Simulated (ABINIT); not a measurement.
# Al (Fm-3m) in ABINIT: notebook

Aim: see how the results for Al move with the level of theory and the settings. Levels: PBE+D3, PBEsol. Tasks: equation of state.

Program: ABINIT 10.8.3 (patched build). These are calculated values, not measurements. Logs are shortened: lines on timing, memory, paths and dates and some standing lists are left out, and cuts for length are marked. The log counts tension as positive stress, the text compression.

**The experiment to reproduce.**

From “The interpretation of polycrystalline coherent inelastic neutron scattering from aluminium”, 2013, pmc:3831299, for a bulk crystal of Al: bulk modulus 76.9 GPa.

The runs below are set against these values where they give the same quantity.

## Step 1: The structure

Symmetry: Fm-3m, No. 225, cubic system. Conventional cell: a = 4.050 Å, b = 4.050 Å, c = 4.050 Å, α = 90.00°, β = 90.00°, γ = 90.00°. Around Al (site symmetry m-3m) lie 12 Al at 2.86 Å.

## Step 2: Equation of state, PBE+D3

File run.abi:

```
# Datasets: one volume each
ndtset 7
getwfk -1
scalecart1 3*0.9795861087
scalecart2 3*0.9864848297
scalecart3 3*0.9932883884
scalecart4 3*1.0000000000
scalecart5 3*1.0066227096
scalecart6 3*1.0131594038
scalecart7 3*1.0196128224

# Pseudopotentials
pp_dirpath "./"
pseudos "Al.GGA_PBE-JTH.xml"

# Structure
acell 3*1.0
rprim
     0.0000000000     3.8263269058     3.8263269058
     3.8263269058     0.0000000000     3.8263269058
     3.8263269058     3.8263269058     0.0000000000
ntypat 1
znucl 13
natom 1
typat 1
xred
     0.0000000000     0.0000000000     0.0000000000

# Plane-wave basis
ecut 544.227725 eV
pawecutdg 40.0

# k points
kptopt 1
ngkpt 11 11 11
nshiftk 1
shiftk 0.0 0.0 0.0

# Exchange and correlation
ixc 11
vdw_xc 6

# Bands and occupations
nband 6
occopt 3
tsmear 0.05 eV

# SCF cycle
nstep 100
tolvrs 1.0e-9

# Output
iomode 3
prtwf 1
prtden 0
prteig 0
prtebands 0
enunit 2
```

Potentials or basis: JTH PAW PBE v2.0.

Launch:

```bash
$ abinit run.abi > log 2>&1
```

run.abo:

```text
.Version 10.8.3 of ABINIT
 DATASET    1 : space group Fm -3 m (#225); Bravais cF (face-center cubic)
================================================================================
 Values of the parameters that define the memory need for DATASET  1.
     intxc =       0    ionmov =       0      iscf =      17    lmnmax =       8
     lnmax =       4     mgfft =      24  mpssoang =       2    mqgrid =    3001
     natom =       1  nloc_mem =       2    nspden =       1   nspinor =       1
    nsppol =       1      nsym =      48    n1xccc =       1    ntypat =       1
    occopt =       3   xclevel =       2
       mpw =         462          nfft =       13824          nkpt =          56
 PAW method is used; the additional fine FFT grid is defined by:
   mgfftf=        32    nfftf =     32768
================================================================================
================================================================================
[... 71 lines left out ...]
 DATASET    7 : space group Fm -3 m (#225); Bravais cF (face-center cubic)
================================================================================
 Values of the parameters that define the memory need for DATASET  7.
     intxc =       0    ionmov =       0      iscf =      17    lmnmax =       8
     lnmax =       4     mgfft =      24  mpssoang =       2    mqgrid =    3001
     natom =       1  nloc_mem =       2    nspden =       1   nspinor =       1
    nsppol =       1      nsym =      48    n1xccc =       1    ntypat =       1
    occopt =       3   xclevel =       2
       mpw =         532          nfft =       13824          nkpt =          56
 PAW method is used; the additional fine FFT grid is defined by:
   mgfftf=        32    nfftf =     32768
================================================================================
================================================================================

--------------------------------------------------------------------------------
------------- Echo of variables that govern the present computation ------------
--------------------------------------------------------------------------------
 -outvars: echo values of preprocessed input variables --------
            acell      1.0000000000E+00  1.0000000000E+00  1.0000000000E+00 Bohr
              amu      2.69815390E+01
             ecut      2.00000000E+01 Hartree
           enunit           2
           getwfk          -1
                       outvar_i_n : Printing only first  50 k-points.
              ixc          11
           jdtset        1    2    3    4    5    6    7
                       outvar_i_n : Printing only first  50 k-points.
         kptrlatt       11    0    0      0   11    0      0    0   11
          kptrlen1     5.83085676E+01
          kptrlen2     5.87192048E+01
          kptrlen3     5.91241776E+01
          kptrlen4     5.95236774E+01
          kptrlen5     5.99178855E+01
          kptrlen6     6.03069736E+01
          kptrlen7     6.06911048E+01
            natom           1
            nband           6
           ndtset           7
            ngfft          24      24      24
          ngfftdg          32      32      32
             nkpt          56
            nstep         100
             nsym          48
           ntypat           1
                       prtocc : prtvol=0, do not print more k-points.
           occopt           3
        pawecutdg      4.00000000E+01 Hartree
         pawxcdev           0
           prtden           0
        prtebands           0
           prteig           0
            rprim1     0.0000000000E+00  3.7482166843E+00  3.7482166843E+00
                       3.7482166843E+00  0.0000000000E+00  3.7482166843E+00
                       3.7482166843E+00  3.7482166843E+00  0.0000000000E+00
            rprim2     0.0000000000E+00  3.7746134460E+00  3.7746134460E+00
                       3.7746134460E+00  0.0000000000E+00  3.7746134460E+00
                       3.7746134460E+00  3.7746134460E+00  0.0000000000E+00
            rprim3     0.0000000000E+00  3.8006460858E+00  3.8006460858E+00
                       3.8006460858E+00  0.0000000000E+00  3.8006460858E+00
                       3.8006460858E+00  3.8006460858E+00  0.0000000000E+00
            rprim4     0.0000000000E+00  3.8263269058E+00  3.8263269058E+00
                       3.8263269058E+00  0.0000000000E+00  3.8263269058E+00
                       3.8263269058E+00  3.8263269058E+00  0.0000000000E+00
            rprim5     0.0000000000E+00  3.8516675577E+00  3.8516675577E+00
                       3.8516675577E+00  0.0000000000E+00  3.8516675577E+00
                       3.8516675577E+00  3.8516675577E+00  0.0000000000E+00
            rprim6     0.0000000000E+00  3.8766790866E+00  3.8766790866E+00
                       3.8766790866E+00  0.0000000000E+00  3.8766790866E+00
                       3.8766790866E+00  3.8766790866E+00  0.0000000000E+00
            rprim7     0.0000000000E+00  3.9013719758E+00  3.9013719758E+00
                       3.9013719758E+00  0.0000000000E+00  3.9013719758E+00
                       3.9013719758E+00  3.9013719758E+00  0.0000000000E+00
          spgroup         225
           tolvrs      1.00000000E-09
           tsmear      1.83746611E-03 Hartree
            typat      1
           useylm           1
           vdw_xc           6
                       outvars : Printing only first  50 k-points.
            znucl       13.00000

================================================================================

 chkinp: Checking input parameters for consistency, jdtset=   1.

 chkinp: Checking input parameters for consistency, jdtset=   2.
[... 35 lines left out ...]
 getcut: wavevector=  0.0000  0.0000  0.0000  ngfft=  24  24  24
         ecut(hartree)=     20.000   => boxcut(ratio)=   2.24901

 getcut : COMMENT -
  Note that boxcut > 2.2 ; recall that boxcut=Gcut(box)/Gcut(sphere) = 2
  is sufficient for exact treatment of convolution.
  Such a large boxcut is a waste : you could raise ecut
  e.g. ecut=   25.290235 Hartrees makes boxcut=2

 Fine grid specifications (used for densities):

 getcut: wavevector=  0.0000  0.0000  0.0000  ngfft=  32  32  32
         ecut(hartree)=     40.000   => boxcut(ratio)=   2.12039

--- Pseudopotential description ------------------------------------------------
- pspini: atom type   1  psp file is ./Al.GGA_PBE-JTH.xml
 Pseudopotential format is: paw10
 basis_size (lnmax)=  4 (lmn_size=  8), orbitals=   0   0   1   1
 Spheres core radius: rc_sph= 1.90363307
 Shapefunction is SIN type: shapef(r)=[sin(pi*r/rshp)/(pi*r/rshp)]**2
 Radius for shape functions =  1.60786206
 Compensation charge density is not taken into account in XC energy/potential

  -1.09563711E+01                                ecore*ucvol(ha*bohr**3)
--------------------------------------------------------------------------------

================================================================================

--- !BeginCycle
iteration_state: {dtset: 1, }
solver: {iscf: 17, nstep: 100, nline: 4, wfoptalg: 10, }
tolerances: {tolvrs: 1.00E-09, }
...
[... 161 lines left out ...]
 getcut: wavevector=  0.0000  0.0000  0.0000  ngfft=  24  24  24
         ecut(hartree)=     20.000   => boxcut(ratio)=   2.23328

 getcut : COMMENT -
  Note that boxcut > 2.2 ; recall that boxcut=Gcut(box)/Gcut(sphere) = 2
  is sufficient for exact treatment of convolution.
  Such a large boxcut is a waste : you could raise ecut
  e.g. ecut=   24.937751 Hartrees makes boxcut=2

 Fine grid specifications (used for densities):

 getcut: wavevector=  0.0000  0.0000  0.0000  ngfft=  32  32  32
         ecut(hartree)=     40.000   => boxcut(ratio)=   2.10556
--------------------------------------------------------------------------------
[... 169 lines left out ...]
 getcut: wavevector=  0.0000  0.0000  0.0000  ngfft=  24  24  24
         ecut(hartree)=     20.000   => boxcut(ratio)=   2.21799

 getcut : COMMENT -
  Note that boxcut > 2.2 ; recall that boxcut=Gcut(box)/Gcut(sphere) = 2
  is sufficient for exact treatment of convolution.
  Such a large boxcut is a waste : you could raise ecut
  e.g. ecut=   24.597297 Hartrees makes boxcut=2

 Fine grid specifications (used for densities):

 getcut: wavevector=  0.0000  0.0000  0.0000  ngfft=  32  32  32
         ecut(hartree)=     40.000   => boxcut(ratio)=   2.09114
--------------------------------------------------------------------------------
[... 169 lines left out ...]
 getcut: wavevector=  0.0000  0.0000  0.0000  ngfft=  24  24  24
         ecut(hartree)=     20.000   => boxcut(ratio)=   2.20310

 getcut : COMMENT -
  Note that boxcut > 2.2 ; recall that boxcut=Gcut(box)/Gcut(sphere) = 2
  is sufficient for exact treatment of convolution.
  Such a large boxcut is a waste : you could raise ecut
  e.g. ecut=   24.268230 Hartrees makes boxcut=2

 Fine grid specifications (used for densities):

 getcut: wavevector=  0.0000  0.0000  0.0000  ngfft=  32  32  32
         ecut(hartree)=     40.000   => boxcut(ratio)=   2.07710
--------------------------------------------------------------------------------
[... 669 lines left out ...]
-Cartesian components of stress tensor (GPa)         [Pressure= -6.1078E+00 GPa]
- sigma(1 1)=  6.10778932E+00  sigma(3 2)=  0.00000000E+00
- sigma(2 2)=  6.10778932E+00  sigma(3 1)=  0.00000000E+00
- sigma(3 3)=  6.10778932E+00  sigma(2 1)=  0.00000000E+00

== END DATASET(S) ==============================================================
================================================================================

 -outvars: echo values of variables after computation  --------
            acell      1.0000000000E+00  1.0000000000E+00  1.0000000000E+00 Bohr
           etotal1    -2.1114138844E+00
           etotal2    -2.1115553782E+00
           etotal3    -2.1115571120E+00
           etotal4    -2.1114334721E+00
           etotal5    -2.1111982111E+00
           etotal6    -2.1108632379E+00
           etotal7    -2.1104403793E+00
            fcart1    -0.0000000000E+00 -0.0000000000E+00 -0.0000000000E+00
            fcart2    -0.0000000000E+00 -0.0000000000E+00 -0.0000000000E+00
            fcart3    -0.0000000000E+00 -0.0000000000E+00 -0.0000000000E+00
            fcart4    -0.0000000000E+00 -0.0000000000E+00 -0.0000000000E+00
            fcart5    -0.0000000000E+00 -0.0000000000E+00 -0.0000000000E+00
            fcart6    -0.0000000000E+00 -0.0000000000E+00 -0.0000000000E+00
            fcart7    -0.0000000000E+00 -0.0000000000E+00 -0.0000000000E+00
            rprim1     0.0000000000E+00  3.7482166843E+00  3.7482166843E+00
                       3.7482166843E+00  0.0000000000E+00  3.7482166843E+00
                       3.7482166843E+00  3.7482166843E+00  0.0000000000E+00
[... 17 lines left out ...]
                       3.9013719758E+00  3.9013719758E+00  0.0000000000E+00
           strten1    -9.5447419002E-05 -9.5447419002E-05 -9.5447419002E-05
                       0.0000000000E+00  0.0000000000E+00  0.0000000000E+00
           strten2    -2.9465017597E-05 -2.9465017597E-05 -2.9465017597E-05
                       0.0000000000E+00  0.0000000000E+00  0.0000000000E+00
           strten3     2.9516794590E-05  2.9516794590E-05  2.9516794590E-05
                       0.0000000000E+00  0.0000000000E+00  0.0000000000E+00
           strten4     8.2146017972E-05  8.2146017972E-05  8.2146017972E-05
                       0.0000000000E+00  0.0000000000E+00  0.0000000000E+00
           strten5     1.2901700323E-04  1.2901700323E-04  1.2901700323E-04
                       0.0000000000E+00  0.0000000000E+00  0.0000000000E+00
           strten6     1.7067084007E-04  1.7067084007E-04  1.7067084007E-04
                       0.0000000000E+00  0.0000000000E+00  0.0000000000E+00
           strten7     2.0759953946E-04  2.0759953946E-04  2.0759953946E-04
                       0.0000000000E+00  0.0000000000E+00  0.0000000000E+00
 Calculation completed.
```

It took 17 s on 1 thread of Arm Neoverse V2, shared host; peak memory 0.11 GiB.

What came out:

```
Equilibrium volume                      : 16.11 Å³/atom
Bulk modulus                            : 84 GPa
Pressure derivative of the bulk modulus : 4.6
```

Energy against volume, from the lowest point:
| volume (Å³/atom) | energy (meV/atom) |
| --- | --- |
| 15.607 | 3.90 |
| 15.939 | 0.05 |
| 16.271 | 0.00 |
| 16.603 | 3.36 |
| 16.935 | 9.77 |
| 17.267 | 18.88 |
| 17.599 | 30.39 |

Caveat: pressures at fixed basis lie under the slope of the energies.

## Step 3: Equation of state, PBEsol

run.abi: that of step 2 with these lines changed.

```diff
@@ -16,7 +16,7 @@
 # Structure
-acell 3*1.0
+acell 3*1.0 Angstrom
 rprim
-     0.0000000000     3.8263269058     3.8263269058
-     3.8263269058     0.0000000000     3.8263269058
-     3.8263269058     3.8263269058     0.0000000000
+     0.0000000000     2.0248050000     2.0248050000
+     2.0248050000     0.0000000000     2.0248050000
+     2.0248050000     2.0248050000     0.0000000000
 ntypat 1
@@ -39,4 +39,3 @@
 # Exchange and correlation
-ixc 11
-vdw_xc 6
+ixc -116133
 
@@ -57,2 +56 @@
 prtebands 0
-enunit 2
```

Potentials or basis: JTH PAW PBE v2.0.

Launch:

```bash
$ abinit run.abi > log 2>&1
```

Run time: 21 s. Hardware: 1 thread of Arm Neoverse V2, shared host; peak memory 0.12 GiB.

The run converged. Its results:

```yaml
Equilibrium_volume: 16.25 Å³/atom
Bulk_modulus: 84 GPa
Pressure_derivative_of_the_bulk_modulus: 4.4
```

Energy against volume, from the lowest point:
```csv
volume (Å³/atom),energy (meV/atom)
15.607,7.22
15.939,1.65
16.271,0.00
16.603,1.88
16.935,6.91
17.267,14.77
17.599,25.13
```

Caveat: pressures at fixed basis lie under the slope of the energies; the PAW data sets were made with another functional, which shifts forces and pressure a little.

## Step 4: Against experiment

Step 2. Measured bulk modulus of Al: 76.9 GPa (quoted in “The interpretation of polycrystalline coherent inelastic neutron scattering from aluminium”, 2013, pmc:3831299). This calculation gives 84 GPa (+9.6 %). The fit is for a static lattice scaled at fixed shape and fixed fractional positions. The cell as given is a measured one (16.60 Å³/atom); PBE+D3 puts the equilibrium volume -3.0 % from it, thermal expansion not counted.

Step 3. A measured bulk modulus of Al is 76.9 GPa (quoted in “The interpretation of polycrystalline coherent inelastic neutron scattering from aluminium”, 2013, pmc:3831299); the calculated 84 GPa misses it by +8.6 %. The fit is for a static lattice scaled at fixed shape and fixed fractional positions. The cell as given is a measured one (16.60 Å³/atom); PBEsol puts the equilibrium volume -2.1 % from it, thermal expansion not counted.
